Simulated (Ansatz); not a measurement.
We consider rutile RuO2, described by r²SCAN in Ansatz (PAW).

A relaxed, unreconstructed slab of the (101) face has 36 atoms, two equal faces of 24.425 Å² each and an energy of -84309.9437 eV. A bulk cell of 12 atoms with the same orientation and in-plane k mesh has -28104.8890 eV. Energies are extrapolated to zero smearing.

Numerical settings: plane-wave cutoff 500 eV, 10×8×1 k mesh (along the axes of the cell as run), Fermi–Dirac smearing 0.05 eV, scalar-relativistic PAW data made under PBE.

Worked out: γ = (E_slab − N E_bulk per atom)/2A = [-84309.9437 − 36 × (-28104.8890/12)]/(2 × 24.425) = 0.0967 eV/Å². With 16.022 J/m² per eV/Å² this is 1.55 J/m², or 2.36 eV per surface cell and face.

Ansatz is a first-principles code.
